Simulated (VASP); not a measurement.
# BN (P6_3/mmc) in VASP: notebook, part 2 of 2

VASP 6.6.1. The steps go on from the part before.

## (3) Relaxation of cell and atoms, LDA

This run uses another cell than the first one, of 8.68 Å³/atom, 0.968 times its volume.

The input, INCAR:

```
PREC = Accurate
ENCUT = 520
EDIFF = 1E-7
ISMEAR = 0
SIGMA = 0.02
LREAL = F
LASPH = T
NELM = 100
ALGO = Normal
ISIF = 3
LWAVE = F
LCHARG = F
IBRION = 2
NSW = 80
EDIFFG = -0.002
KPAR = 4
```

The input, KPOINTS:

```
regular mesh
0
Gamma
  15 15 6
```

The input, POSCAR:

```
BN                                      
1.0
    2.4906788061      0.0000000000      0.0000000000
   -1.2453394031      2.1569911140      0.0000000000
   -0.0000000000     -0.0000000000      6.4610036984
  B               N             
     2     2
Direct
     0.3333333300000021    0.6666666699999979    0.2500000000000000
     0.6666666699999979    0.3333333300000021    0.7500000000000000
     0.3333333300000021    0.6666666699999979    0.7500000000000000
     0.6666666699999979    0.3333333300000021    0.2500000000000000
```

Potentials or basis: VASP PAW LDA potentials, release 64 (B, N).

Launch:

```bash
$ cat potpaw_LDA.64/B/POTCAR potpaw_LDA.64/N/POTCAR > POTCAR
$ mpirun -np 4 vasp_std > vasp.out
```

OUTCAR:

```text
PREC = Accurate
   ENCUT = 520
   EDIFF = 1E-7
   ISMEAR = 0
   LREAL = F
   LASPH = T
   NELM = 100
   ISIF = 3
   IBRION = 2
   NSW = 80
   EDIFFG = -0.002

 ion  position               nearest neighbor table
   1  0.333  0.667  0.250-   4 1.44   4 1.44   4 1.44
   2  0.667  0.333  0.750-   3 1.44   3 1.44   3 1.44
   3  0.333  0.667  0.750-   2 1.44   2 1.44   2 1.44
   4  0.667  0.333  0.250-   1 1.44   1 1.44   1 1.44

  LATTYP: Found a hexagonal cell.
 ALAT       =     2.4906788061
 C/A-ratio  =     2.5940734239

  Lattice vectors:

 A1 = (   2.4906788061,   0.0000000000,   0.0000000000)
 A2 = (  -1.2453394031,   2.1569911140,   0.0000000000)
 A3 = (   0.0000000000,   0.0000000000,   6.4610036984)

Analysis of symmetry for initial positions (statically):
=====================================================================
 Subroutine PRICEL returns:
 Original cell was already a primitive cell.

 Routine SETGRP: Setting up the symmetry group for a
 hexagonal supercell.

 Subroutine GETGRP returns: Found 24 space group operations
 (whereof 12 operations were pure point group operations)
 out of a pool of 24 trial point group operations.

The static configuration has the point symmetry D_3d.
 The point group associated with its full space group is D_6h.

Analysis of symmetry for dynamics (positions and initial velocities):
=====================================================================
 Subroutine PRICEL returns:
 Original cell was already a primitive cell.

 Routine SETGRP: Setting up the symmetry group for a
 hexagonal supercell.

 Subroutine GETGRP returns: Found 24 space group operations
 (whereof 12 operations were pure point group operations)
 out of a pool of 24 trial point group operations.

The dynamic configuration has the point symmetry D_3d.
 The point group associated with its full space group is D_6h.

[... 127 lines left out ...]
   GGA     = CA    functional components
   LHFCALC =     F    Hartree Fock is set to
   AEXX    =    0.0000 exact exchange contribution
   IVDW    =     0    specifies the selected vdW correction
   LEPSILON=     F    determine dielectric tensor
   LRPA    =     F    only Hartree local field effects (RPA)
 conjugate gradient relaxation of ions
 non-spin polarized calculation
 Gauss-broadening in eV      SIGMA  =   0.02
  energy-cutoff  :      520.00
  volume of cell :       34.71
 maximum number of plane-waves:       952
 NGX is ok and might be reduce to    20
   NGX =  9   NGY =  9   NGZ = 25

 number of electron      16.0000003 magnetization

 Free energy of the ion-electron system (eV)
  ---------------------------------------------------
  ext. energy  EPLUGINS =         0.00000000
  ---------------------------------------------------
  free energy    TOTEN  =       -38.58057679 eV

  energy without entropy =      -38.58057679  energy(sigma->0) =      -38.58057679

 E-fermi :   2.6667     XC(G=0): -10.7256

 val. band max:        2.4950165441   @ k =   0.3333   0.2667   0.0000
 cond. band min:       6.5595315058   @ k =   0.4667   0.0667   0.0000
 fundamental gap:      4.0645149617
 Fermi energy:         2.6667036985

 k-point     1 :       0.0000    0.0000    0.0000
  band No.  band energies     occupation
      1     -15.2707      2.00000
      2     -14.8868      2.00000
      3      -4.0914      2.00000
      4      -1.5863      2.00000
      5       1.1225      2.00000
      6       1.1225      2.00000
      7       1.1708      2.00000
      8       1.1708      2.00000
      9       7.5796      0.00000
     10      12.8789      0.00000
     11      13.9982      0.00000
     12      14.0894      0.00000
[... 331 lines left out ...]
 k-point    24 :       0.4000    0.2000    0.0000
  band No.  band energies     occupation
      1     -11.6028      2.00000
      2     -11.5321      2.00000
      3      -6.0792      2.00000
      4      -5.9692      2.00000
      5      -3.5075      2.00000
      6      -3.4141      2.00000
      7       1.5028      2.00000
      8       2.3952      2.00000
      9       6.8912      0.00000
     10       7.8398      0.00000
     11      14.1146      0.00000
     12      14.1893      0.00000

 [... further k-points ...]
[... 5 lines left out ...]
  --------------------------------------------------------------------------------------
  -------------------------------------------------------------------------------------
  Total       -0.0010692     -0.0010692     -0.0067315      0.0000000      0.0000000      0.0000000
  in kB       -0.0493519     -0.0493519     -0.3107118      0.0000000      0.0000000      0.0000000
  external PRESSURE =      -0.1364719 kB  Pullay stress =       0.0000000 kB

 VOLUME and BASIS-vectors are now :
 -----------------------------------------------------------------------------
  energy-cutoff  :      520.00
  volume of cell :       34.71
      direct lattice vectors                 reciprocal lattice vectors
     2.490678806  0.000000000  0.000000000     0.401496972  0.231804386  0.000000000
    -1.245339403  2.156991114  0.000000000     0.000000000  0.463608771  0.000000000
     0.000000000  0.000000000  6.461003698     0.000000000  0.000000000  0.154774714

 POSITION                                       TOTAL-FORCE (eV/Angst)
 -----------------------------------------------------------------------------------
     -0.00000      1.43799      1.61525         0.000000      0.000000      0.000000
      1.24534      0.71900      4.84575        -0.000000     -0.000000      0.000000
     -0.00000      1.43799      4.84575         0.000000      0.000000      0.000000
      1.24534      0.71900      1.61525        -0.000000      0.000000      0.000000
 -----------------------------------------------------------------------------------
    total drift:                               -0.000002      0.000001      0.000000

  FREE ENERGIE OF THE ION-ELECTRON SYSTEM (eV)
  ---------------------------------------------------
  free  energy   TOTEN  =       -38.5805767943 eV

  energy  without entropy=      -38.5805767943  energy(sigma->0) =      -38.58057679

 reached required accuracy - stopping structural energy minimisation
```

OSZICAR:

```text
N       E                     dE             d eps       ncg     rms          rms(c)
DAV:   1     0.560897145273E+02    0.56090E+02   -0.84276E+03  2600   0.124E+03
DAV:   2    -0.388385006993E+02   -0.94928E+02   -0.86792E+02  3736   0.253E+02
DAV:   3    -0.425902157957E+02   -0.37517E+01   -0.37294E+01  3296   0.521E+01
DAV:   4    -0.426227232114E+02   -0.32507E-01   -0.32473E-01  3228   0.537E+00
DAV:   5    -0.426231916210E+02   -0.46841E-03   -0.46832E-03  3340   0.620E-01    0.111E+01
DAV:   6    -0.390723174382E+02    0.35509E+01   -0.89303E+00  2924   0.241E+01    0.491E+00
DAV:   7    -0.387010956629E+02    0.37122E+00   -0.47151E-01  3248   0.563E+00    0.296E+00
DAV:   8    -0.385837562381E+02    0.11734E+00   -0.32935E-01  3088   0.439E+00    0.372E-01
DAV:   9    -0.385805899993E+02    0.31662E-02   -0.11648E-02  3108   0.948E-01    0.175E-01
DAV:  10    -0.385805693222E+02    0.20677E-04   -0.50689E-04  3212   0.214E-01    0.287E-02
DAV:  11    -0.385805792154E+02   -0.98932E-05   -0.58283E-05  3216   0.652E-02    0.189E-02
DAV:  12    -0.385805767703E+02    0.24451E-05   -0.14329E-05  3132   0.311E-02    0.143E-03
DAV:  13    -0.385805767943E+02   -0.23973E-07   -0.49836E-07  3188   0.593E-03
   1 F= -.38580577E+02 E0= -.38580577E+02  d E =-.385806E+02
```

CONTCAR:

```text
BN
   1.00000000000000
     2.4906788061000000    0.0000000000000000    0.0000000000000000
    -1.2453394031000000    2.1569911140000002    0.0000000000000000
     0.0000000000000000    0.0000000000000000    6.4610036983999999
  B               N
     2     2
Direct
     0.3333333300000021    0.6666666699999979    0.2500000000000000
     0.6666666699999979    0.3333333300000021    0.7500000000000000
     0.3333333300000021    0.6666666699999979    0.7500000000000000
     0.6666666699999979    0.3333333300000021    0.2500000000000000

  0.00000000E+00  0.00000000E+00  0.00000000E+00
  0.00000000E+00  0.00000000E+00  0.00000000E+00
  0.00000000E+00  0.00000000E+00  0.00000000E+00
  0.00000000E+00  0.00000000E+00  0.00000000E+00
```

Run time: 17 s. Hardware: 4 MPI ranks of Intel Xeon Platinum 8488C (Sapphire Rapids), shared host; peak memory 0.15 GiB.

What came out:

- Free energy: -38.5806 eV
- Pressure after relaxing: 0.0 GPa
- Band gap on the k mesh: 4.06 eV, indirect (least direct gap 4.45 eV)

Final structure:
```
CELL_PARAMETERS angstrom
2.49068 0.00000 0.00000
-1.24534 2.15699 0.00000
0.00000 0.00000 6.46100
ATOMIC_POSITIONS crystal
B 0.33333 0.66667 0.25000
B 0.66667 0.33333 0.75000
N 0.33333 0.66667 0.75000
N 0.66667 0.33333 0.25000
```

Caveat: the relaxation stopped at its first step, so nothing moved; an odd mesh through Γ misses points on the zone boundary, where band edges often lie.
